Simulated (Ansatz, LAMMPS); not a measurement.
# Relaxing amorphous SiO2 (84 atoms), part 2 of 4

Wanted: the relaxed structure of amorphous SiO2 (84 atoms) and its electronic structure.

Ansatz 0.2.0; Kohn-Sham DFT, PBE, PAW (set soft_2), plane waves.

The cell: 28 Si and 56 O. The quench rate of 50 K/ps far exceeds what a furnace or splat quench reaches. The starting topology of bonds comes from the classical model. Only the Γ point is sampled in the main run, in a cell whose shortest periodic width is 11 Å.

So far. Step 3 (Single point at the start): The r.m.s. force component of 0.65 eV/Å sets the starting point.

## Step 4: Cell and atoms relaxed

The cell is relaxed with the atoms, since the starting lattice needn't suit this functional.

input.yaml reads:

```yaml
crystal:
  lattice:
    - [10.8288, 0.0, 0.0]
    - [0.0, 10.8288, 0.0]
    - [0.0, 0.0, 10.8288]
  atoms:
    [... the 84 atom lines of step 3 ...]
kpoints:
  mp_grid: { grid: [1, 1, 1] }
hamiltonian:
  xc: pbe
scf:
  occupations: { method: fermi_dirac, width: 0.025 }
output:
  forces: true
relax:
  f_tol: 0.04
  max_steps: 250
  cell: {}
```

On the command line:

```sh
$ ansatz run input.yaml --threads 4 --pin off --max-ram 8192MiB --backend cpu --events-out ev --progress --plain --runs-dir out
```

Numbers of over 12 decimals in the logs are rounded to 6 here.

Output:

```text
[...]
Crystal: 84 atoms, lattice volume = 1269.817 Å³
Basis set: ecut = 420 eV, 24837 PW (Γ), exchange–correlation on 150×150×150 points (8 copies of the dense FFT grid, shifted against one another)
Bands: 308, of which v1, the nominal top of the filled ones, is band 224 counted from 1 (223 counted from 0)
Symmetry: 1 space group operations
[...]
k-points: 1
[...]
SCF iter   1: F=—  HF=-49664.524155 eV  |F-HF|=—  |Δ(HF+E_count)|=         —  Δρ=1.95e-3  dr2=3.94e-2  ethr=1.77e-3  ⟨swp⟩=7.0  Hψ=1532  notcnv=0  defer=50
[...]
SCF iter   9: F=-49664.528372 eV  HF=-49664.528372 eV  |F-HF|=1.56e-8  |Δ(HF+E_count)|=   8.03e-8  Δρ=7.36e-7  dr2=9.43e-9  ethr=2.23e-11  ⟨swp⟩=4.0  Hψ=894  notcnv=0
SCF 1 converged in 9 iterations: F = -49664.528372 eV  dr2 = 9.43e-9
[...]
relax step   1: F+E_penalty+E_count = -49664.52837212 eV  Δ(F+E_penalty+E_count) = +0.000e0 eV  max|allowed force component| = 1.903e0 eV/Å  Δτ_max = 0.0000 Å  P = +1.189 GPa  Ω = 1269.817 Å³  (9 SCF iters, dr2 threshold 1.00e-7 eV, accepted)
[... from here on, the SCF cycles and remarks between the steps are left out ...]
relax step   2: F+E_penalty+E_count = -49665.63743097 eV  Δ(F+E_penalty+E_count) = -1.109e0 eV  max|allowed force component| = 1.427e0 eV/Å  Δτ_max = 0.0435 Å  P = +0.790 GPa  Ω = 1264.854 Å³  energy of the carried Pulay correction = +1.576e-2 eV  (6 SCF iters, dr2 threshold 8.40e-6 eV, accepted)
relax step   3: F+E_penalty+E_count = -49667.69580796 eV  Δ(F+E_penalty+E_count) = -2.058e0 eV  max|allowed force component| = 1.975e-1 eV/Å  Δτ_max = 0.2000 Å  P = +0.210 GPa  Ω = 1213.708 Å³  energy of the carried Pulay correction = +1.819e-1 eV  (7 SCF iters, dr2 threshold 8.40e-6 eV, accepted)
relax step   4: F+E_penalty+E_count = -49667.82252549 eV  Δ(F+E_penalty+E_count) = -1.267e-1 eV  max|allowed force component| = 1.323e-1 eV/Å  Δτ_max = 0.2000 Å  P = +0.012 GPa  Ω = 1202.487 Å³  energy of the carried Pulay correction = +2.193e-1 eV  (7 SCF iters, dr2 threshold 2.44e-6 eV, accepted)
relax step   5: F+E_penalty+E_count = -49667.85338543 eV  Δ(F+E_penalty+E_count) = -3.086e-2 eV  max|allowed force component| = 7.880e-2 eV/Å  Δτ_max = 0.2000 Å  P = -0.029 GPa  Ω = 1206.059 Å³  energy of the carried Pulay correction = +2.073e-1 eV  (7 SCF iters, dr2 threshold 1.09e-6 eV, accepted)
relax step   6: F+E_penalty+E_count = -49667.88588345 eV  Δ(F+E_penalty+E_count) = -3.250e-2 eV  max|allowed force component| = 1.053e-1 eV/Å  Δτ_max = 0.2000 Å  P = +0.055 GPa  Ω = 1203.953 Å³  energy of the carried Pulay correction = +2.144e-1 eV  (8 SCF iters, dr2 threshold 3.88e-7 eV, accepted)
relax step   7: F+E_penalty+E_count = -49667.86975965 eV  Δ(F+E_penalty+E_count) = +1.612e-2 eV  max|allowed force component| = 2.862e-1 eV/Å  Δτ_max = 0.1005 Å  P = -0.289 GPa  Ω = 1205.537 Å³  energy of the carried Pulay correction = +2.091e-1 eV  (7 SCF iters, dr2 threshold 6.93e-7 eV, rejected (line search))
relax step   8: F+E_penalty+E_count = -49667.89013481 eV  Δ(F+E_penalty+E_count) = -4.251e-3 eV  max|allowed force component| = 3.244e-2 eV/Å  Δτ_max = 0.0503 Å  P = +0.011 GPa  Ω = 1205.384 Å³  energy of the carried Pulay correction = +2.096e-1 eV  (10 SCF iters, accepted)
relax step   9: F+E_penalty+E_count = -49667.89238441 eV  Δ(F+E_penalty+E_count) = -2.250e-3 eV  max|allowed force component| = 8.945e-2 eV/Å  Δτ_max = 0.0982 Å  P = -0.124 GPa  Ω = 1206.855 Å³  energy of the carried Pulay correction = +2.047e-1 eV  (10 SCF iters, accepted)
relax step  10: F+E_penalty+E_count = -49667.89725278 eV  Δ(F+E_penalty+E_count) = -4.868e-3 eV  max|allowed force component| = 1.088e-1 eV/Å  Δτ_max = 0.0981 Å  P = -0.108 GPa  Ω = 1206.826 Å³  energy of the carried Pulay correction = +2.048e-1 eV  (7 SCF iters, dr2 threshold 5.00e-7 eV, accepted)
relax step  11: F+E_penalty+E_count = -49667.90138788 eV  Δ(F+E_penalty+E_count) = -4.135e-3 eV  max|allowed force component| = 1.317e-1 eV/Å  Δτ_max = 0.0300 Å  P = +0.016 GPa  Ω = 1206.615 Å³  energy of the carried Pulay correction = +2.055e-1 eV  (6 SCF iters, dr2 threshold 7.40e-7 eV, accepted)
relax step  12: F+E_penalty+E_count = -49667.90745867 eV  Δ(F+E_penalty+E_count) = -6.071e-3 eV  max|allowed force component| = 2.472e-2 eV/Å  Δτ_max = 0.1022 Å  P = -0.005 GPa  Ω = 1206.913 Å³  energy of the carried Pulay correction = +2.045e-1 eV  (7 SCF iters, dr2 threshold 1.08e-6 eV, accepted)
relax step  13: F+E_penalty+E_count = -49667.90623422 eV  Δ(F+E_penalty+E_count) = +1.224e-3 eV  max|allowed force component| = 8.748e-2 eV/Å  Δτ_max = 0.0857 Å  P = -0.093 GPa  Ω = 1207.183 Å³  energy of the carried Pulay correction = +2.036e-1 eV  (10 SCF iters, rejected (line search))
relax step  14: F+E_penalty+E_count = -49667.90787260 eV  Δ(F+E_penalty+E_count) = -4.139e-4 eV  max|allowed force component| = 3.011e-2 eV/Å  Δτ_max = 0.0427 Å  P = +0.008 GPa  Ω = 1207.088 Å³  energy of the carried Pulay correction = +2.039e-1 eV  (10 SCF iters, accepted)
relax step  15: F+E_penalty+E_count = -49667.76086131 eV  Δ(F+E_penalty+E_count) = +1.470e-1 eV  max|allowed force component| = 3.033e-2 eV/Å  Δτ_max = 0.0000 Å  P = -0.233 GPa  Ω = 1207.088 Å³  stress off target by 3.16e-1 GPa  SCF on the basis re-selected at this cell (its energy is not comparable with the rows above)  (6 SCF iters)
relax step  16: F+E_penalty+E_count = -49667.78750738 eV  Δ(F+E_penalty+E_count) = -2.665e-2 eV  max|allowed force component| = 5.985e-2 eV/Å  Δτ_max = 0.0450 Å  P = +0.256 GPa  Ω = 1199.558 Å³  energy of the carried Pulay correction = +2.510e-2 eV  (7 SCF iters, dr2 threshold 2.49e-7 eV, accepted)
relax step  17: F+E_penalty+E_count = -49667.78467899 eV  Δ(F+E_penalty+E_count) = +2.828e-3 eV  max|allowed force component| = 7.556e-3 eV/Å  Δτ_max = 0.0125 Å  P = +0.003 GPa  Ω = 1201.557 Å³  energy of the carried Pulay correction = +1.849e-2 eV  (6 SCF iters, dr2 threshold 3.28e-7 eV, accepted)
relax step  18: F+E_penalty+E_count = -49667.76867101 eV  Δ(F+E_penalty+E_count) = +1.601e-2 eV  max|allowed force component| = 7.546e-3 eV/Å  Δτ_max = 0.0000 Å  P = -0.014 GPa  Ω = 1201.557 Å³  stress off target by 2.25e-2 GPa  SCF on the basis re-selected at this cell (its energy is not comparable with the rows above)  (6 SCF iters)
[...]
SCF converged after 6 iterations
Free energy (F): -49667.768671 eV
[...]
Internal energy: -49667.768671 eV  (E = F + TS)
E sigma→0 (E₀):  -49667.768671 eV
Fermi energy:    4.122850 eV
[...]
--- Forces (eV/Å), atoms counted from 1 ---
  atom   1  Si    -0.00290685    -0.00010589    -0.00269511
  atom   2  Si     0.00417750     0.00048828    -0.00156027
  atom   3  Si     0.00012279    -0.00278075    -0.00241169
  atom   4  Si     0.00236404    -0.00336768     0.00205134
  atom   5  Si    -0.00046857     0.00250732    -0.00140080
  atom   6  Si    -0.00023378    -0.00214466    -0.00029002
  atom   7  Si    -0.00117996     0.00128999    -0.00011324
  atom   8  Si    -0.00557642     0.00006344     0.00042518
  atom   9  Si    -0.00017064    -0.00158016     0.00129324
  atom  10  Si    -0.00122784     0.00112292    -0.00097475
  atom  11  Si    -0.00722491     0.00029686    -0.00122940
  atom  12  Si     0.00312512    -0.00392909    -0.00268129
  atom  13  Si    -0.00070803    -0.00461743     0.00423787
  atom  14  Si    -0.00315597    -0.00245374     0.00754544
[...]
atom  83  O      0.00154400    -0.00081347     0.00130068
  atom  84  O      0.00109079     0.00001438     0.00015931
  max |Σ_I F_I| component: 3.97e-5 eV/Å
--- Stress (GPa, compression-positive) ---
       -0.013182       0.003676       0.006077
        0.003676      -0.011025      -0.000580
        0.006076      -0.000581      -0.017715
  P = ⅓ Tr σ = -0.0140 GPa (-0.140 kbar)
--- Relaxed structure (16 steps of the walk, 14 accepted, 2 SCFs on fresh bases) ---
  F+E_penalty+E_count = -49667.76867101 eV   max|allowed force component| = 7.546e-3 eV/Å   (the final SCF, on the basis selected at the relaxed cell)
  cell:  # Å, volume = 1201.5572 Å³
    - [10.592765, 0.042913, 0.161653]
    - [0.042913, 10.702860, -0.094478]
    - [0.161653, -0.094478, 10.601762]
  atoms:
    - { symbol: Si, position: [0.767920, 0.247033, 0.647068] }
    - { symbol: Si, position: [0.550678, 0.811363, 0.673713] }
    - { symbol: Si, position: [0.899628, 0.492520, 0.599622] }
    - { symbol: Si, position: [0.709628, 0.421933, 0.013100] }
[...]
- { symbol: O, position: [0.695898, 0.475631, 0.158022] }
```

It took 3.4 min on 4 threads of Arm Neoverse V1, shared host; peak memory 1.4 GiB; 13 min of CPU time.

Relaxation path:

| step | energy less that of the first step (eV) | largest force component (eV/Å) | pressure (GPa) | volume (Å³) |
| --- | --- | --- | --- | --- |
| 1 | 0.0000 | 1.9032 | 1.19 | 1269.82 |
| 2 | -1.1091 | 1.4268 | 0.79 | 1264.85 |
| 3 | -3.1674 | 0.1975 | 0.21 | 1213.71 |
| 4 | -3.2942 | 0.1323 | 0.01 | 1202.49 |
| 5 | -3.3250 | 0.0788 | -0.03 | 1206.06 |
| 6 | -3.3575 | 0.1053 | 0.06 | 1203.95 |
| 7 | -3.3414 | 0.2862 | -0.29 | 1205.54 |
| 8 | -3.3618 | 0.0324 | 0.01 | 1205.38 |
| 9 | -3.3640 | 0.0895 | -0.12 | 1206.86 |
| 10 | -3.3689 | 0.1088 | -0.11 | 1206.83 |
| 11 | -3.3730 | 0.1317 | 0.02 | 1206.62 |
| 12 | -3.3791 | 0.0247 | 0.00 | 1206.91 |
| 13 | -3.3779 | 0.0875 | -0.09 | 1207.18 |
| 14 | -3.3795 | 0.0301 | 0.01 | 1207.09 |
| 15* | -3.2325 | 0.0303 | -0.23 | 1207.09 |
| 16 | -3.2591 | 0.0599 | 0.26 | 1199.56 |
| 17 | -3.2563 | 0.0076 | 0.00 | 1201.56 |
| 18* | -3.2403 | 0.0075 | -0.01 | 1201.56 |

Relaxation steps marked * repeat the geometry before them on a plane-wave basis chosen anew for their cell, so energy and pressure can jump there. Relaxation steps 7, 13 were tried and not accepted.

| cell as run | before | after | change |
| --- | --- | --- | --- |
| a (Å) | 10.829 | 10.594 | -2.2 % |
| b (Å) | 10.829 | 10.703 | -1.2 % |
| c (Å) | 10.829 | 10.603 | -2.1 % |
| α (°) | 90.00 | 91.01 | +1.1 % |
| β (°) | 90.00 | 88.25 | -1.9 % |
| γ (°) | 90.00 | 89.55 | -0.5 % |
| volume (Å³/atom) | 15.12 | 14.30 | -5.4 % |

The atoms that moved most (Å, as changes of fractional coordinates times the final cell):

| atom | dx | dy | dz | length |
| --- | --- | --- | --- | --- |
| O47 | 0.530 | -0.191 | -0.265 | 0.622 |
| O64 | 0.231 | 0.288 | 0.331 | 0.496 |
| O61 | 0.178 | 0.029 | -0.460 | 0.494 |
| O34 | 0.118 | 0.422 | -0.062 | 0.442 |
| O70 | -0.388 | -0.193 | -0.014 | 0.434 |
| O80 | -0.213 | -0.312 | -0.143 | 0.404 |
| O79 | -0.281 | 0.095 | 0.118 | 0.319 |
| O53 | -0.267 | 0.101 | 0.138 | 0.317 |

The relaxation changed the energy by -38.6 meV/atom, and atoms moved by 0.22 Å r.m.s., 0.62 Å at most.

## Step 5: Local order after relaxation

Bonds before and after, by the cutoffs listed below:

| pair | bonds before | bonds after | mean before (Å) | mean after (Å) | spread before (Å) | spread after (Å) |
| --- | --- | --- | --- | --- | --- | --- |
| O-Si | 112 | 112 | 1.624 | 1.634 | 0.026 | 0.015 |

Density 2.33 g/cm³, 14.30 Å³ an atom.

g(r), total and by pair (bins of 0.2 Å):

| r (Å) | total | O-O | O-Si | Si-Si |
| --- | --- | --- | --- | --- |
| 1.50 | 0.11 | 0.00 | 0.25 | 0.00 |
| 1.70 | 5.60 | 0.00 | 12.60 | 0.00 |
| 1.90 | 0.00 | 0.00 | 0.00 | 0.00 |
| 2.10 | 0.00 | 0.00 | 0.00 | 0.00 |
| 2.30 | 0.00 | 0.00 | 0.00 | 0.00 |
| 2.50 | 0.79 | 1.77 | 0.00 | 0.00 |
| 2.70 | 2.37 | 5.29 | 0.00 | 0.16 |
| 2.90 | 0.51 | 0.59 | 0.14 | 1.70 |
| 3.10 | 0.92 | 0.57 | 0.34 | 4.59 |
| 3.30 | 0.60 | 0.51 | 0.64 | 0.81 |
| 3.50 | 0.77 | 0.37 | 1.36 | 0.00 |
| 3.70 | 1.01 | 0.73 | 1.52 | 0.09 |
| 3.90 | 0.97 | 0.68 | 1.44 | 0.31 |
| 4.10 | 1.18 | 0.72 | 1.70 | 0.95 |
| 4.30 | 1.16 | 0.74 | 1.59 | 1.07 |
| 4.50 | 0.90 | 1.02 | 0.69 | 1.27 |
| 4.70 | 0.93 | 1.15 | 0.65 | 1.16 |
| 4.90 | 1.17 | 1.58 | 0.76 | 1.21 |
| 5.10 | 1.24 | 1.69 | 0.74 | 1.50 |

Bonds by pair of elements; cutoffs follow the first minimum of g(r), held within bounds set by covalent radii, and pairs that aren't listed don't count as bonded:

| pair A-B | cutoff (Å) | bonds | mean length (Å) | spread (Å) | shortest (Å) | B about A | A about B |
| --- | --- | --- | --- | --- | --- | --- | --- |
| O-Si | 2.08 | 112 | 1.63 | 0.015 | 1.60 | 2 | 4 |

How many atoms have how many bonded neighbours:

| element | mean | 2 | 4 |
| --- | --- | --- | --- |
| O | 2 | 56 | 0 |
| Si | 4 | 0 | 28 |

Bond angles (no mean is given where the spread exceeds 20°):

| angle | count | mean (°) | spread (°) |
| --- | --- | --- | --- |
| O-Si-O | 168 | 110 | 5.1 |
| Si-O-Si | 56 | 142 | 13 |

Oxygen atoms by the number of network formers (Si, P, Ge, B, Al, As, Ga) bound to them:

| network formers bound to O | O atoms | per cent |
| --- | --- | --- |
| 0 | 0 | 0 |
| 1 | 0 | 0 |
| 2 | 56 | 100 |

Network units: each former by its oxygen neighbours and how many of them bridge to another former:

| former | O neighbours | bridging O | atoms |
| --- | --- | --- | --- |
| Si | 4 | 4 | 28 |

Rings of the network by King's shortest-path rule, up to 12 atoms, one path for each pair of neighbours; H, halogens, alkali and alkaline-earth atoms are left out, and the last column divides by all other atoms, bonded or not:

| ring size (atoms) | rings | per network atom |
| --- | --- | --- |
| 8 | 5 | 0.06 |
| 10 | 12 | 0.143 |
| 12 | 16 | 0.19 |

First main peaks of g(r), for some of the pairs, lie near 2.7 Å (O-O), 1.6 Å (O-Si) and 3.1 Å (Si-Si). By these cutoffs all O atoms have 2 and all Si atoms have 4 bonded neighbours. The O-Si-O angle averages 110° with a spread of 5°. 100 % of the oxygens bridge two formers (Si) and 0 % are non-bridging. The commonest Si unit has 4 oxygens, 4 of them shared with other formers (28 of 28 atoms). Rings of 12 atoms are the most common (48 % of those counted); sizes run from 8 to 12, where the search stops.

[end of part 2 of 4]

[Logs are printed without paths, hosts, clocks, repeated set-up lines and the standing remarks that a program may print on its own settings, such as how far it seeks lower states.]

[Hosts, paths, dates, database ids (printed as entryN), source tags and the programs' standing remarks are cut or masked in the printed files.]
